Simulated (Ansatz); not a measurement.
# V (Im-3m) in Ansatz: a series of runs

One crystal, V, is run at these levels: PBEsol; tasks: single point.

Program: Ansatz 0.2.0. These are calculated values, not measurements. Logs are shortened: lines on timing, memory, paths and dates and some standing lists are left out, and cuts for length are marked.

## 1. The structure

Symmetry: Im-3m, No. 229, cubic system. The conventional cell has a = 3.029 Å, b = 3.029 Å, c = 3.029 Å, α = 90.00°, β = 90.00°, γ = 90.00°. V (site symmetry m-3m) is surrounded by 8 V at 2.62 Å.

## 2. Single point, PBEsol, collinear spin, program default start

The input, input.yaml:

```yaml
crystal:
  lattice:
    - [-1.51435, 1.51435, 1.51435]
    - [1.51435, -1.51435, 1.51435]
    - [1.51435, 1.51435, -1.51435]
  atoms:
    - { symbol: V, position: [0.0, 0.0, 0.0] }
hamiltonian:
  xc: pbesol
  pseudopotentials: { kind: paw }
magnetization:
  spin_polarized: true
  initial_magnetization: 0.0
  spin_locking: { lock_magnetization: hard }
kpoints:
  mp_grid: { grid: [10, 10, 10] }
scf:
  occupations: { method: fermi_dirac, width: 0.05 }
  lower_state_search: "off"
output:
  forces: true
  stress: true
  eigenvalues: true
  write_density: true
  write_potential: true
  elf: true
  volumetric_format: npy
```

Potentials or basis: Ansatz PAW.

On the command line:

```
ansatz run input.yaml --threads 2 --pin off --max-ram 5632MiB --backend cpu --events-out ev --progress --plain --runs-dir out
```

Output:

```text
Warning: output.stress: scf.convergence.dr2_threshold = 1e-7 eV (the SCF's general default) is looser than the 1e-10 eV advised for a printed stress (1e-10 eV for each atom of the cell: 1). What an SCF threshold leaves in a stress goes as its square root, and in the free energy as the threshold itself, and one threshold admits the most on a small cell: of the crystals measured, under no hybrid functional and no lock of the moments, on runs that ended without the residual-converged pass, on stresses that held no estimate of that error, the worst erred by over 100 MPa in a component at 1e-7 eV an atom and by under 5 at 1e-10. Set scf.convergence.dr2_threshold to 1e-10 eV or tighter. The threshold is an SCF's pass mark: one that does not reach it within its budget of iterations ends unconverged, or closes short of it on a stop that the run arms, and scf.convergence.dr2_threshold's page says what that costs each kind of run
Warning: RAYON_NUM_THREADS=2 ignored (pool sized by the plan → 2); use --threads N
Engine: ansatz 0.2.0, x86_64-unknown-linux-gnu
Pseudopotentials: kind: paw
Pseudopotential: V, paw, valence charge 13, recommended cutoff 420 eV (normal), V.paw.azcp
Functional definition: PBEsol
  exchange = pbesol_x
  correlation = pbesol_c
Crystal: 1 atoms, lattice volume = 13.891 Å³
Basis set: ecut = 420 eV, 249 PW (Γ), exchange–correlation on 36×36×36 points (8 copies of the dense FFT grid, shifted against one another)
Bands: 11, of which v1, the nominal top of the filled ones, is band 7 counted from 1 (6 counted from 0)
Symmetry: 48 space group operations
Space group: Im-3m (ITA 229), of the structure as read, at distance tolerance 2.4e-5 Å
k-points: 47 of 1000
Non-local potential: V, projectors of the file, l = 0: 3, l = 1: 2, l = 2: 3, l = 3: 1
PAW form: soft (Blöchl's): semilocal exchange-correlation on the pseudo side does not see the compensation charge
PAW frozen core: V, regenerated for the run's functional, and the local potential with it (the file was generated under x = pbe(κ = 0.804, μ = 0.2195149727645171), c = pbe(β = 0.06672455060314922))
PAW one-centre angular grid: V, 590 points (default); XC on 64 Gauss nodes
Initial density: superposition of atomic densities (chi_scale 0.1, normalization cell)
Initial wavefunctions: pseudopotential atomic-orbital guess
Functional: x = pbesol(κ = 0.804, μ = 0.12345679012345678), c = pbesol(β = 0.046)
SCF iter   1: F=—  HF=-2885.623334 eV  |F-HF|=—  |Δ(HF+E_count)|=         —  Δρ=4.79e-2 (↑4.79e-2 ↓4.79e-2)  dr2=1.16e0  dr2_m=0.00e0  M=0.000 μB ∫|m|=0.000 μB  β_m=0.30  ethr=3.10e-3  ⟨swp⟩=4.0  Hψ=2477  notcnv=0
preconditioner: auto → none  [metal: Δε(μ)=0.021 eV  Ē_g=6.936 eV  σ=0.050 eV  W_gap=0.10  n_scr=0 (ndim 8)  ℏωp=22.3 eV  f_vac=0.000  D(μ)=0.85/eV (n_scr^D=12)]
SCF iter   2: F=—  HF=-2885.269950 eV  |F-HF|=—  |Δ(HF+E_count)|=   3.53e-1  Δρ=1.05e-2 (↑1.05e-2 ↓1.05e-2)  dr2=4.50e-2  dr2_m=0.00e0  M=0.000 μB ∫|m|=0.000 μB  β_m=0.33  ethr=3.10e-3  ⟨swp⟩=3.0  Hψ=1379  notcnv=0  defer=7
SCF iter   3: F=—  HF=-2885.260086 eV  |F-HF|=—  |Δ(HF+E_count)|=   9.86e-3  Δρ=5.84e-3 (↑5.84e-3 ↓5.84e-3)  dr2=5.03e-3  dr2_m=0.00e0  M=0.000 μB ∫|m|=0.000 μB  β_m=0.65  ethr=3.46e-4  ⟨swp⟩=2.1  Hψ=789  notcnv=0  defer=7
SCF iter   4: F=—  HF=-2885.260907 eV  |F-HF|=—  |Δ(HF+E_count)|=   8.20e-4  Δρ=4.51e-4 (↑4.51e-4 ↓4.51e-4)  dr2=8.51e-5  dr2_m=0.00e0  M=0.000 μB ∫|m|=0.000 μB  β_m=0.72  ethr=3.87e-5  ⟨swp⟩=2.2  Hψ=943  notcnv=0  defer=7
SCF iter   5: F=—  HF=-2885.260941 eV  |F-HF|=—  |Δ(HF+E_count)|=   3.38e-5  Δρ=2.75e-4 (↑2.75e-4 ↓2.75e-4)  dr2=3.28e-5  dr2_m=0.00e0  M=0.000 μB ∫|m|=0.000 μB  β_m=0.78  ethr=6.55e-7  ⟨swp⟩=2.1  Hψ=818  notcnv=0  defer=7
SCF iter   6: F=—  HF=-2885.260934 eV  |F-HF|=—  |Δ(HF+E_count)|=   6.91e-6  Δρ=4.57e-5 (↑4.57e-5 ↓4.57e-5)  dr2=8.74e-7  dr2_m=0.00e0  M=0.000 μB ∫|m|=0.000 μB  β_m=0.78  ethr=2.52e-7  ⟨swp⟩=2.0  Hψ=596  notcnv=0  defer=7
SCF iter   7: F=-2885.260933 eV  HF=-2885.260933 eV  |F-HF|=2.18e-9  |Δ(HF+E_count)|=   2.01e-7  Δρ=3.38e-6 (↑3.38e-6 ↓3.38e-6)  dr2=3.69e-9  dr2_m=0.00e0  M=0.000 μB ∫|m|=0.000 μB  ethr=7.69e-10  ⟨swp⟩=7.9  Hψ=2944  notcnv=0
SCF 1 converged in 7 iterations: F = -2885.260933 eV  dr2 = 3.69e-9
SCF converged after 7 iterations
Stability checked in part: among states of this total moment the steps that led to this state did not find it unstable. No probe was made; neither looks for a lower state of another moment (fixed_total_moment; see scf.lower_state_search)
Magnetization: 0.0000 μB (6.5000 up, 6.5000 down)
Absolute magnetization: 0.0000 μB (∫|ρ↑−ρ↓|)
Spin contamination: 0.0000 ħ² per cell (⟨S²⟩ above its minimum at these occupations)
Per-site moments (μB) at R_I (Å): [(0.0, 1.081959095432296)]
Free energy (F): -2885.260933 eV
Harris-Foulkes:  -2885.260933 eV  (|F-HF|=2.18e-9)
Internal energy: -2885.247168 eV  (E = F + TS)
E sigma→0 (E₀):  -2885.254051 eV
Entropy (-TS):   -0.013765 eV (-13.765 meV/atom)
Fermi energy:    15.790541 (↑ 15.790541, ↓ 15.790541) eV
--- Per-component energies (eV) ---
  E_band       = -153.206386
  E_kinetic    = 335.149400
  E_local      = -915.056022  (includes V_loc(G=0)·N_el)
  E_nonlocal   = -44.394992
  E_hartree    = 416.069144
  E_xc         = -129.164749
  E_vxc        = -164.436622  (∫ρ·V_xc dr)
  E_paw        = -1085.950076  (= ΣΔE_a)
  E_vpaw       = -196.604248  (= ΣTr[D̂ρ^β])
  E_aug_tail   = 0.000251  (compensation charges beyond the density's cutoff)
  E_ewald      = -1462.049804
  E_core_change = 0.149679  (= ΣΔE_core)
  E_smearing   = -0.013765  (= −TS)
  E_closure    = 0.000000  (closes the sum)
  Σ components = -2885.260933   (vs F -2885.260933, Δ=0.00e0)
--- Forces (eV/Å), atoms counted from 1 ---
  atom   1  V     -0.00000000     0.00000000     0.00000000
  max |Σ_I F_I| component: 1.23e-32 eV/Å
--- Stress (GPa, compression-positive) ---
      -11.365721       0.000000       0.000000
        0.000000     -11.365721       0.000000
       -0.000000      -0.000000     -11.365721
  P = ⅓ Tr σ = -11.3657 GPa (-113.657 kbar)
--- Band table (eV; the first three rows and the last of 94) ---
  k-point 0 ↑: bands = ["-47.7290", "-21.1743", "-21.1743", "-21.1743", "9.2698", "16.1823", "16.1823", "16.1823", "18.1121", "18.1121", "36.0967"]
  k-point 1 ↑: bands = ["-47.7123", "-21.2564", "-21.1996", "-21.1748", "9.6577", "16.0224", "16.1393", "16.4578", "17.9456", "18.1242", "35.2868"]
  k-point 2 ↑: bands = ["-47.6682", "-21.4683", "-21.2654", "-21.1761", "10.7116", "15.6254", "15.9072", "17.2268", "17.7710", "18.1747", "33.0222"]
  k-point 46 ↓: bands = ["-47.4280", "-21.7420", "-21.7420", "-21.7420", "12.9153", "12.9153", "19.3781", "19.3781", "19.3781", "25.6907", "25.6907"]
```

Wall time 0.33 s (2 threads of AMD EPYC 9R45 (Zen 5), shared host); peak memory 0.3 GiB.

Results:

```
Free energy     : -2885.2609 eV
Pressure        : -11.4 GPa
Net moment      : 0.00 μB per cell
Absolute moment : 0.00 μB per cell
```

Caveat: the total moment is fixed, so each spin has its own Fermi level; the PAW data sets come from PBE, with cores solved anew for the run's functional, which leaves a small shift of forces and pressure; the thresholds are loose for stress.

## 3. Single point, PBEsol, collinear spin, ferromagnetic start

Changes to input.yaml since step 2:

```diff
@@ -6,3 +6,3 @@
   atoms:
-    - { symbol: V, position: [0.0, 0.0, 0.0] }
+    - { symbol: V, position: [0.0, 0.0, 0.0], spin: 0.5 }
 hamiltonian:
@@ -12,3 +12,3 @@
   spin_polarized: true
-  initial_magnetization: 0.0
+  initial_magnetization: 0.5
   spin_locking: { lock_magnetization: hard }
```

Potentials or basis: Ansatz PAW.

On the command line:

```
ansatz run input.yaml --threads 2 --pin off --max-ram 5632MiB --backend cpu --events-out ev --progress --plain --runs-dir out
```

Wall time 0.49 s (2 threads of AMD EPYC 9R45 (Zen 5), shared host); peak memory 0.3 GiB.

The run converged. Its results:

- Free energy: -2885.2357 eV
- Pressure: -11.3 GPa
- Net moment: 0.50 μB per cell
- Absolute moment: 0.50 μB per cell
- Site moments: V +0.40 μB

Caveat: the total moment is fixed, so each spin has its own Fermi level; the PAW data sets come from PBE, with cores solved anew for the run's functional, which leaves a small shift of forces and pressure; the thresholds are loose for stress.

## 4. Single point, PBEsol, collinear spin, ferromagnetic start

Changes to input.yaml since step 3:

```diff
@@ -6,3 +6,3 @@
   atoms:
-    - { symbol: V, position: [0.0, 0.0, 0.0], spin: 0.5 }
+    - { symbol: V, position: [0.0, 0.0, 0.0], spin: 1.0 }
 hamiltonian:
@@ -12,3 +12,3 @@
   spin_polarized: true
-  initial_magnetization: 0.5
+  initial_magnetization: 1.0
   spin_locking: { lock_magnetization: hard }
@@ -23,5 +23 @@
   eigenvalues: true
-  write_density: true
-  write_potential: true
-  elf: true
-  volumetric_format: npy
```

On the command line:

```
ansatz run input.yaml --threads 2 --pin off --max-ram 5632MiB --backend cpu --events-out ev --progress --plain --runs-dir out
```

Wall time 0.38 s (2 threads of AMD EPYC 9R45 (Zen 5), shared host); peak memory 0.29 GiB.

Results (log left out):

```yaml
Free_energy: -2885.1140 eV
Pressure: -7.3 GPa
Net_moment: 1.00 μB per cell
Absolute_moment: 1.00 μB per cell
Site_moments: V +0.78 μB
```

Caveat: the total moment is fixed, so each spin has its own Fermi level; the PAW data sets come from PBE, with cores solved anew for the run's functional, which leaves a small shift of forces and pressure; the thresholds are loose for stress.

## 5. The runs side by side

```tsv
spin	fixed moment (μB)	pressure (GPa)	moment (μB)
collinear, program default start	0.0	-11.4	0.00
collinear, ferromagnetic start	0.5	-11.3	0.50
collinear, ferromagnetic start	1.0	-7.3	1.00
```

Alike in all rows: task single point; level PBEsol; potentials or basis Ansatz PAW; cell as given; k mesh 10 × 10 × 10; cutoff (eV) 420; smearing fermi-dirac 0.05 eV.

Caveats: the total moment is fixed, so each spin has its own Fermi level; the PAW data sets come from PBE, with cores solved anew for the run's functional, which leaves a small shift of forces and pressure; the thresholds are loose for stress.

Total energies depend on the potentials used, so only differences within one code and one set of settings carry meaning.
